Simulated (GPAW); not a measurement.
A run of GPAW 26.7.0:

Contents of run.py:

```python
import spglib
from ase import Atoms
from ase.eos import EquationOfState
from ase.io import Trajectory, read
from ase.units import GPa
from gpaw import GPAW, PW, setup_paths

setup_paths.insert(0, '.')

atoms = read('AlN.cif')
cell, positions, numbers = spglib.find_primitive(
    (atoms.cell[:], atoms.get_scaled_positions(), atoms.numbers), symprec=1e-4)
atoms = Atoms(numbers, cell=cell, scaled_positions=positions, pbc=True)

traj = Trajectory('eos.traj', 'w')
volumes, energies = [], []
for x in [0.94, 0.96, 0.98, 1.0, 1.02, 1.04, 1.06]:
    a = atoms.copy()
    a.set_cell(atoms.cell * x**(1 / 3), scale_atoms=True)
    calc = GPAW(mode=PW(800),
                xc='PBE',
                kpts={'size': (10, 10, 10), 'gamma': True},
                occupations={'name': 'fermi-dirac', 'width': 0.05},
                nbands=11,
                convergence={'density': 1e-05, 'energy': 1e-05},
                maxiter=150,
                txt=f'eos-{x:.2f}.txt')
    a.calc = calc
    energies.append(a.get_potential_energy(force_consistent=True))
    volumes.append(a.get_volume())
    p = -a.get_stress()[:3].mean() / GPa
    calc.write(f'eos-{x:.2f}.gpw')
    traj.write(a)
    print(f'{x:.2f} {volumes[-1]:10.4f} A^3 {energies[-1]:14.6f} eV {p:9.3f} GPa', flush=True)

v0, e0, B = EquationOfState(volumes, energies, eos='birchmurnaghan').fit()
print(f'V0 = {v0:.4f} A^3, E0 = {e0:.6f} eV, B0 = {B / GPa:.2f} GPa')
```

AlN.cif

```cif
data_AlN
_cell_length_a 4.36798712
_cell_length_b 4.36798712
_cell_length_c 4.36798712
_cell_angle_alpha 90.00000000
_cell_angle_beta 90.00000000
_cell_angle_gamma 90.00000000
_space_group_name_H-M_alt 'F-43m'
_space_group_name_Hall 'F -4 2 3'
_space_group_IT_number 216
loop_
_space_group_symop_operation_xyz
'x,y,z'
'y,-x,-z'
'-x,-y,z'
'-y,x,-z'
'x,-y,-z'
'y,x,z'
'-x,y,-z'
'-y,-x,z'
'z,x,y'
'-z,y,-x'
'z,-x,-y'
'-z,-y,x'
'-z,x,-y'
'z,y,x'
'-z,-x,y'
'z,-y,-x'
'y,z,x'
'-x,-z,y'
'-y,z,-x'
'x,-z,-y'
'-y,-z,x'
'x,z,y'
'y,-z,-x'
'-x,z,-y'
'x,y+1/2,z+1/2'
'y,-x+1/2,-z+1/2'
'-x,-y+1/2,z+1/2'
'-y,x+1/2,-z+1/2'
'x,-y+1/2,-z+1/2'
'y,x+1/2,z+1/2'
'-x,y+1/2,-z+1/2'
'-y,-x+1/2,z+1/2'
'z,x+1/2,y+1/2'
'-z,y+1/2,-x+1/2'
'z,-x+1/2,-y+1/2'
'-z,-y+1/2,x+1/2'
'-z,x+1/2,-y+1/2'
'z,y+1/2,x+1/2'
'-z,-x+1/2,y+1/2'
'z,-y+1/2,-x+1/2'
'y,z+1/2,x+1/2'
'-x,-z+1/2,y+1/2'
'-y,z+1/2,-x+1/2'
'x,-z+1/2,-y+1/2'
'-y,-z+1/2,x+1/2'
'x,z+1/2,y+1/2'
'y,-z+1/2,-x+1/2'
'-x,z+1/2,-y+1/2'
'x+1/2,y,z+1/2'
'y+1/2,-x,-z+1/2'
'-x+1/2,-y,z+1/2'
'-y+1/2,x,-z+1/2'
'x+1/2,-y,-z+1/2'
'y+1/2,x,z+1/2'
'-x+1/2,y,-z+1/2'
'-y+1/2,-x,z+1/2'
'z+1/2,x,y+1/2'
'-z+1/2,y,-x+1/2'
'z+1/2,-x,-y+1/2'
'-z+1/2,-y,x+1/2'
'-z+1/2,x,-y+1/2'
'z+1/2,y,x+1/2'
'-z+1/2,-x,y+1/2'
'z+1/2,-y,-x+1/2'
'y+1/2,z,x+1/2'
'-x+1/2,-z,y+1/2'
'-y+1/2,z,-x+1/2'
'x+1/2,-z,-y+1/2'
'-y+1/2,-z,x+1/2'
'x+1/2,z,y+1/2'
'y+1/2,-z,-x+1/2'
'-x+1/2,z,-y+1/2'
'x+1/2,y+1/2,z'
'y+1/2,-x+1/2,-z'
'-x+1/2,-y+1/2,z'
'-y+1/2,x+1/2,-z'
'x+1/2,-y+1/2,-z'
'y+1/2,x+1/2,z'
'-x+1/2,y+1/2,-z'
'-y+1/2,-x+1/2,z'
'z+1/2,x+1/2,y'
'-z+1/2,y+1/2,-x'
'z+1/2,-x+1/2,-y'
'-z+1/2,-y+1/2,x'
'-z+1/2,x+1/2,-y'
'z+1/2,y+1/2,x'
'-z+1/2,-x+1/2,y'
'z+1/2,-y+1/2,-x'
'y+1/2,z+1/2,x'
'-x+1/2,-z+1/2,y'
'-y+1/2,z+1/2,-x'
'x+1/2,-z+1/2,-y'
'-y+1/2,-z+1/2,x'
'x+1/2,z+1/2,y'
'y+1/2,-z+1/2,-x'
'-x+1/2,z+1/2,-y'
loop_
_atom_site_label
_atom_site_type_symbol
_atom_site_symmetry_multiplicity
_atom_site_Wyckoff_symbol
_atom_site_fract_x
_atom_site_fract_y
_atom_site_fract_z
_atom_site_occupancy
Al1 Al 4 a 0.0000000000 0.0000000000 0.0000000000 1
N1 N 4 d 0.2500000000 0.2500000000 0.7500000000 1
```

Potentials or basis: PAW data sets generated in the run's folder for this functional, pw.

Launch:

```console
$ gpaw-setup -f PBE Al N
$ OMP_NUM_THREADS=1 python run.py
```

Hardware: 1 thread of Arm Neoverse V1, with other jobs on the host.

**Question.** How long does it take, and how much memory?

**Answer.** Run time: 86 s on 1 thread of Arm Neoverse V1 (shared host), peak memory 0.21 GiB. Counts: scf iterations 70, plane waves 1020, bands 11, k points 47.
